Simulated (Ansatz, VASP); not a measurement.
**One calculation of Si, two programs**

Contents of INCAR:

```
SYSTEM = Si
PREC = Accurate ; ENCUT = 520
EDIFF = 1E-6 ; ISMEAR = 0
SIGMA = 0.05 ; LREAL = .FALSE.
LASPH = .TRUE. ; NELM = 80
ALGO = Normal ; ISIF = 2
LWAVE = .FALSE. ; LCHARG = .FALSE.
GGA = PE ; NBANDS = 11
```

Contents of KPOINTS:

```
regular mesh
0
G
  16 16 16
  0 0 0
```

POSCAR

```
Si
1.0
    0.0000000000      2.5390834115      2.5390834115
    2.5390834115      0.0000000000      2.5390834115
    2.5390834115      2.5390834115      0.0000000000
Si
2
Direct
    0.7500000000      0.7500000000      0.7500000000
    0.5000000000      0.5000000000      0.5000000000
```

Input for Ansatz:

```yaml
crystal:
  lattice:
    - [0.0, 2.5390834115, 2.5390834115]
    - [2.5390834115, 0.0, 2.5390834115]
    - [2.5390834115, 2.5390834115, 0.0]
  atoms:
    - { symbol: Si, position: [0.75, 0.75, 0.75] }
    - { symbol: Si, position: [0.5, 0.5, 0.5] }
basis:
  ecutwfc: 420
  ecutrho_ratio: 4
kpoints:
  mp_grid: { grid: [16, 16, 16] }
hamiltonian:
  xc: pbe
scf:
  occupations: { method: gaussian, width: 0.05 }
output:
  forces: true
  stress: true
  eigenvalues: true
```

Alike in both runs: task single point; functional PBE; k mesh 16 × 16 × 16; occupations gaussian, width 0.05 eV; no spin polarisation.

```csv
,VASP,Ansatz
version,VASP 6.6.1,Ansatz 0.2.0
potentials or method,"VASP PAW PBE potentials, release 64 (Si)","scalar-relativistic, plane waves, PAW"
plane-wave cutoff (eV),520,420
valence electrons in the cell,8,8
```

Ansatz gave:

* gap on the k mesh at the Fermi level (eV): 0.13
* least direct gap on the mesh (eV): 2.61

Task: What did VASP give for the same quantities?

Result: gap on the k mesh at the Fermi level (eV): 0.13; least direct gap on the mesh (eV): 2.62.

With one functional, cell and mesh, what is left measures potentials, basis and numerics.
